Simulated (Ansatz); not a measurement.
# InSe (P-6m2) in Ansatz: band structure with PBE

Aim: the band structure of InSe with PBE.

Everything below comes from runs of Ansatz 0.2.0. Logs are shortened: lines on timing, memory, paths and dates and some standing lists are left out, and cuts for length are marked.

### 1 The crystal as given

The structure is hexagonal, space group P-6m2 (No. 187). The conventional cell has a = 4.047 Å, b = 4.047 Å, c = 18.052 Å, α = 90.00°, β = 90.00°, γ = 120.00°. Around In (site symmetry 3m) lie 3 Se at 2.65 Å and 1 In at 2.79 Å. In (site symmetry 3m) has 3 Se at 2.65 Å and 1 In at 2.79 Å as nearest neighbours. Se (site symmetry 3m) has 3 In at 2.65 Å as nearest neighbours. Se (site symmetry 3m) has 3 In at 2.65 Å as nearest neighbours.

Measurements of this composition are mostly on another form, of space group No. 160.

### 2 Band structure, PBE

input.yaml

```yaml
crystal:
  lattice:
    - [4.0473293151, 0.0, 0.0]
    - [-2.0236646576, 3.5050900044, 0.0]
    - [0.0, 0.0, 18.05206491]
  atoms:
    - { symbol: In, position: [0.3333333333, 0.6666666667, 0.07739049] }
    - { symbol: In, position: [0.3333333333, 0.6666666667, 0.92260951] }
    - { symbol: In, position: [0.0, 0.0, 0.42260632] }
    - { symbol: In, position: [0.0, 0.0, 0.57739368] }
    - { symbol: Se, position: [0.3333333333, 0.6666666667, 0.35298428] }
    - { symbol: Se, position: [0.3333333333, 0.6666666667, 0.64701572] }
    - { symbol: Se, position: [0.6666666667, 0.3333333333, 0.14699993] }
    - { symbol: Se, position: [0.6666666667, 0.3333333333, 0.85300007] }
hamiltonian:
  xc: pbe
  pseudopotentials: { kind: paw }
kpoints:
  mp_grid: { grid: [6, 6, 2] }
  band_path:
    path:
      - [[0.0, 0.0, 0.0], [0.5, 0.0, 0.0], [0.3333333333, 0.3333333333, 0.0], [0.0, 0.0, 0.0], [0.0, 0.0, 0.5], [0.5, 0.0, 0.5], [0.3333333333, 0.3333333333, 0.5], [0.0, 0.0, 0.5]]
      - [[0.5, 0.0, 0.5], [0.5, 0.0, 0.0]]
      - [[0.3333333333, 0.3333333333, 0.0], [0.3333333333, 0.3333333333, 0.5]]
    npoints: 10
scf:
  occupations: { method: fermi_dirac, width: 0.05 }
  n_extra_bands: 20
output:
  forces: true
  stress: true
  eigenvalues: true
  fatbands: false
```

Potentials or basis: Ansatz PAW.

Started as:

```console
$ ansatz run input.yaml --threads 4 --pin off --max-ram 11264MiB --backend cpu --events-out ev --progress --plain --runs-dir out
```

The log of the run:

```text
Warning: RAYON_NUM_THREADS=4 ignored (pool sized by the plan → 4); use --threads N
scf.n_extra_bands = 20 over 58 filled bands (N_el = 116.0): the run solves 78 bands
Engine: ansatz 0.2.0, aarch64-unknown-linux-gnu
Pseudopotentials: kind: paw
Pseudopotential: In, paw, valence charge 13, recommended cutoff 420 eV (normal), In.paw.azcp
Pseudopotential: Se, paw, valence charge 16, recommended cutoff 420 eV (normal), Se.paw.azcp
Functional definition: PBE
  parameter kappa = 0.804
  parameter beta = 0.06672455060314922
  exchange = pbe_x(kappa = kappa, mu = beta*pi^2/3)
  correlation = pbe_c(beta = beta)
Crystal: 8 atoms, lattice volume = 256.091 Å³
Basis set: ecut = 420 eV, 4981 PW (Γ), exchange–correlation on 60×60×250 points (8 copies of the dense FFT grid, shifted against one another)
Bands: 78, of which v1, the nominal top of the filled ones, is band 58 counted from 1 (57 counted from 0)
Symmetry: 12 space group operations
Space group: P-6m2 (ITA 187), of the structure as read, at distance tolerance 6.4e-5 Å
k-points: 14 of 72 (time reversal used)
Non-local potential: In, projectors of the file, l = 0: 2, l = 1: 2, l = 2: 2, l = 3: 2
Non-local potential: Se, projectors of the file, l = 0: 2, l = 1: 2, l = 2: 3, l = 3: 1
PAW form: soft (Blöchl's): semilocal exchange-correlation on the pseudo side does not see the compensation charge
PAW one-centre angular grid: In, 590 points (default); XC on 64 Gauss nodes
PAW one-centre angular grid: Se, 590 points (default); XC on 64 Gauss nodes
Initial density: superposition of atomic densities (neutral atoms: chi_scale 0, normalization atom), corrected by the library's trained network
Initial wavefunctions: pseudopotential atomic-orbital guess
Functional: x = pbe(κ = 0.804, μ = 0.2195149727645171), c = pbe(β = 0.06672455060314922)
SCF iter   1: F=—  HF=-44271.858447 eV  |F-HF|=—  |Δ(HF+E_count)|=         —  Δρ=1.60e-3  dr2=1.14e-2  ethr=1.77e-3  ⟨swp⟩=6.0  Hψ=4282  notcnv=0  defer=68
preconditioner: auto → Resta (q_TF=auto, 2.391 Å⁻¹)  ε∞=2.7  [insulator: Δε(μ)=0.724 eV  Ē_g=15.394 eV  σ=0.050 eV  W_gap=1.00  n_scr=66 (ndim 8)  ℏωp=20.2 eV  f_vac=0.164  D(μ)=0.00/eV (n_scr^D=0)  ε∞_Penn≈2.7]
SCF iter   2: F=—  HF=-44271.852850 eV  |F-HF|=—  |Δ(HF+E_count)|=   5.60e-3  Δρ=7.92e-4  dr2=1.91e-3  ethr=9.82e-6  ⟨swp⟩=2.0  Hψ=1822  notcnv=0  defer=133
SCF iter   3: F=—  HF=-44271.852879 eV  |F-HF|=—  |Δ(HF+E_count)|=   2.82e-5  Δρ=3.82e-4  dr2=4.14e-4  ethr=1.64e-6  ⟨swp⟩=2.3  Hψ=1364  notcnv=0  defer=133
SCF iter   4: F=—  HF=-44271.853077 eV  |F-HF|=—  |Δ(HF+E_count)|=   1.98e-4  Δρ=1.03e-4  dr2=2.15e-5  ethr=3.57e-7  ⟨swp⟩=2.9  Hψ=1408  notcnv=0  defer=133
SCF iter   5: F=—  HF=-44271.853071 eV  |F-HF|=—  |Δ(HF+E_count)|=   5.71e-6  Δρ=3.80e-5  dr2=6.14e-6  ethr=1.85e-8  ⟨swp⟩=2.0  Hψ=1428  notcnv=0  defer=133
SCF iter   6: F=—  HF=-44271.853072 eV  |F-HF|=—  |Δ(HF+E_count)|=   1.57e-6  Δρ=1.08e-5  dr2=3.60e-7  ethr=5.29e-9  ⟨swp⟩=2.0  Hψ=1428  notcnv=0  defer=133
SCF iter   7: F=-44271.853073 eV  HF=-44271.853073 eV  |F-HF|=2.23e-8  |Δ(HF+E_count)|=   4.20e-7  Δρ=2.41e-6  dr2=4.70e-8  ethr=8.62e-11  ⟨swp⟩=11.4  Hψ=5631  notcnv=0
SCF 1 converged in 7 iterations: F = -44271.853073 eV  dr2 = 4.70e-8
NSCF: frozen V_eff on 93 k-points
SCF converged after 7 iterations
Free energy (F): -44271.853073 eV
Harris-Foulkes:  -44271.853073 eV  (|F-HF|=2.23e-8)
Internal energy: -44271.853052 eV  (E = F + TS)
E sigma→0 (E₀):  -44271.853063 eV
Entropy (-TS):   -0.000020 eV (-0.003 meV/atom)
Fermi energy:    6.303807 eV
--- Per-component energies (eV) ---
  E_band       = -1946.998405
  E_kinetic    = 1444.516472
  E_local      = -16965.646342  (includes V_loc(G=0)·N_el)
  E_nonlocal   = -914.182241
  E_hartree    = 7807.537963
  E_xc         = -1276.858753
  E_vxc        = -788.148667  (∫ρ·V_xc dr)
  E_paw        = -24265.540563  (= ΣΔE_a)
  E_vpaw       = -338.611800  (= ΣTr[D̂ρ^β])
  E_aug_tail   = -0.002301  (compensation charges beyond the density's cutoff)
  E_ewald      = -10101.677288
  E_smearing   = -0.000020  (= −TS)
  E_closure    = 0.000000  (closes the sum)
  Σ components = -44271.853073   (vs F -44271.853073, Δ=0.00e0)
--- Forces (eV/Å), atoms counted from 1 ---
  atom   1  In    -0.00000000     0.00000000    -0.09615605
  atom   2  In    -0.00000000     0.00000000     0.09615605
  atom   3  In    -0.00000000     0.00000000     0.09499421
  atom   4  In    -0.00000000    -0.00000000    -0.09499421
  atom   5  Se     0.00000000    -0.00000000    -0.23731753
  atom   6  Se     0.00000000    -0.00000000     0.23731753
  atom   7  Se     0.00000000    -0.00000000     0.23849074
  atom   8  Se     0.00000000    -0.00000000    -0.23849074
  max |Σ_I F_I| component: 4.63e-17 eV/Å
--- Stress (GPa, compression-positive) ---
        1.458693      -0.000000       0.000000
       -0.000000       1.458693       0.000000
        0.000000       0.000000       1.384101
  P = ⅓ Tr σ = 1.4338 GPa (14.338 kbar)
--- Band table (eV; the first three rows and the last of 14) ---
  k-point 0: bands = ["-41.2341", "-41.2341", "-41.2341", "-41.2341", "-41.2304", "-41.2304", "-41.2304", "-41.2304", "-41.1999", "-41.1999", "-41.1999", "-41.1999", "-41.1962", "-41.1962", "-41.1962", "-41.1962", "-41.1874", "-41.1874", "-41.1837", "-41.1837", "-8.5961", "-8.5934", "-8.4088", "-8.4088", "-8.4061", "-8.4061", "-8.3258", "-8.3258", "-8.3231", "-8.3231", "-8.3160", "-8.3160", "-8.3133", "-8.3133", "-8.1399", "-8.1399", "-8.1372", "-8.1372", "-8.1235", "-8.1201", "-7.1446", "-7.0704", "-7.0018", "-6.9243", "0.0783", "0.2229", "2.2380", "2.6857", "4.8604", "4.8604", "4.9068", "4.9068", "4.9370", "4.9370", "4.9856", "4.9856", "4.9874", "5.9297", "6.6578", "7.4404", "8.1765", "8.2208", "10.4075", "10.4075", "10.4373", "10.4373", "11.6627", "11.6627", "11.7105", "11.7105", "11.7505", "11.8318", "12.8505", "13.5043", "14.0001", "14.3524", "14.9925", "14.9925"]
  k-point 1: bands = ["-41.2341", "-41.2341", "-41.2341", "-41.2341", "-41.2304", "-41.2304", "-41.2304", "-41.2304", "-41.1999", "-41.1999", "-41.1999", "-41.1999", "-41.1962", "-41.1962", "-41.1962", "-41.1962", "-41.1874", "-41.1874", "-41.1837", "-41.1837", "-8.5961", "-8.5934", "-8.4088", "-8.4088", "-8.4061", "-8.4061", "-8.3258", "-8.3258", "-8.3231", "-8.3231", "-8.3160", "-8.3160", "-8.3133", "-8.3133", "-8.1399", "-8.1399", "-8.1372", "-8.1372", "-8.1231", "-8.1204", "-7.1180", "-7.1154", "-6.9552", "-6.9524", "0.1447", "0.1484", "2.4474", "2.4530", "4.8760", "4.8760", "4.8778", "4.8778", "4.9670", "4.9670", "4.9689", "4.9689", "5.3791", "5.3904", "7.1238", "7.1389", "8.2013", "8.2085", "10.4210", "10.4210", "10.4233", "10.4233", "11.6858", "11.6858", "11.6876", "11.6876", "11.7805", "11.7870", "13.1192", "13.1318", "14.2162", "14.2528", "15.0705", "15.0705"]
  k-point 2: bands = ["-41.2341", "-41.2341", "-41.2341", "-41.2341", "-41.2304", "-41.2304", "-41.2303", "-41.2303", "-41.1999", "-41.1999", "-41.1999", "-41.1999", "-41.1962", "-41.1962", "-41.1962", "-41.1962", "-41.1874", "-41.1874", "-41.1837", "-41.1837", "-8.5998", "-8.5971", "-8.4839", "-8.4806", "-8.4225", "-8.4186", "-8.4055", "-8.4029", "-8.3227", "-8.3201", "-8.3082", "-8.3055", "-8.3028", "-8.3001", "-8.1785", "-8.1756", "-8.1420", "-8.1393", "-8.0536", "-8.0508", "-6.8816", "-6.8142", "-6.7556", "-6.6849", "0.2089", "0.3055", "2.1862", "2.3424", "3.6137", "3.7631", "3.7998", "4.2206", "4.5455", "4.6108", "4.6559", "4.7254", "5.2506", "5.8044", "7.7858", "8.1438", "8.8240", "8.9421", "9.7779", "9.8571", "10.6384", "10.6785", "10.7340", "10.8731", "12.1396", "12.1962", "12.2614", "12.3447", "12.5233", "13.1874", "13.3650", "14.2164", "14.5478", "14.8609"]
  k-point 13: bands = ["-41.2340", "-41.2340", "-41.2340", "-41.2340", "-41.2302", "-41.2302", "-41.2302", "-41.2302", "-41.2000", "-41.2000", "-41.1999", "-41.1999", "-41.1962", "-41.1962", "-41.1962", "-41.1962", "-41.1873", "-41.1873", "-41.1836", "-41.1836", "-8.7096", "-8.7070", "-8.6178", "-8.6152", "-8.5331", "-8.5304", "-8.4266", "-8.4240", "-8.3163", "-8.3137", "-8.2786", "-8.2760", "-8.2680", "-8.2654", "-8.1738", "-8.1716", "-8.1711", "-8.1689", "-7.9751", "-7.9722", "-5.8457", "-5.8425", "-5.7812", "-5.7780", "0.0028", "0.0047", "0.7926", "0.7935", "2.3163", "2.3264", "2.6261", "2.6409", "3.6939", "3.7134", "4.0767", "4.1657", "4.3932", "4.4794", "8.0400", "8.0957", "8.5786", "8.6492", "9.4968", "9.6056", "10.5379", "10.7104", "11.8116", "11.8193", "12.7100", "12.7512", "12.8259", "13.0639", "13.2412", "13.9993", "14.1133", "14.1291", "14.2978", "14.9818"]
```

Wall time 26 s (4 threads of Arm Neoverse V2, shared host); peak memory 1.3 GiB.

What came out:

```yaml
Free_energy: -44271.8531 eV
Pressure: 1.4 GPa
Largest_force: 0.238 eV/Å
Band_gap_on_the_k_mesh: 0.73 eV, direct
Band_gap_along_the_path: 0.73 eV, direct
```

Forces on the atoms (eV/Å):
```
In   0.000  0.000 -0.096
In   0.000  0.000  0.096
In   0.000  0.000  0.095
In   0.000  0.000 -0.095
Se   0.000  0.000 -0.237
Se   0.000  0.000  0.237
Se   0.000  0.000  0.238
Se   0.000  0.000 -0.238
```

Levels at the corners of the path, in eV from the valence-band top:
```
point  band 54  band 55  band 56  band 57  band 58  band 59  band 60  band 61  band 62  band 63
    Γ    -0.99    -0.94    -0.94    -0.94     0.00     0.73     1.51     2.25     2.29     4.48
    M    -1.95    -1.93    -1.86    -1.44    -1.32     1.72     1.73     1.95     1.95     3.67
    K    -2.22    -1.78    -1.76    -1.54    -1.51     2.15     2.15     2.65     2.69     3.61
    Γ    -0.99    -0.94    -0.94    -0.94     0.00     0.73     1.51     2.25     2.29     4.48
    A    -0.96    -0.96    -0.96    -0.55    -0.54     1.19     1.21     2.27     2.28     4.49
    L    -2.02    -1.89    -1.89    -1.38    -1.34     1.63     1.71     1.94     2.08     3.69
    H    -2.22    -1.85    -1.76    -1.54    -1.45     2.11     2.17     2.65     2.72     3.57
    A    -0.96    -0.96    -0.96    -0.55    -0.54     1.19     1.21     2.27     2.28     4.49
    L    -2.02    -1.89    -1.89    -1.38    -1.34     1.63     1.71     1.94     2.08     3.69
    M    -1.95    -1.93    -1.86    -1.44    -1.32     1.72     1.73     1.95     1.95     3.67
    K    -2.22    -1.78    -1.76    -1.54    -1.51     2.15     2.15     2.65     2.69     3.61
    H    -2.22    -1.85    -1.76    -1.54    -1.45     2.11     2.17     2.65     2.72     3.57
```

Caveat: spin-orbit coupling is left out, which moves the levels of the heavy elements; this functional lacks dispersion, which binds the layers, so the pressure and a relaxed spacing across them are unreliable.
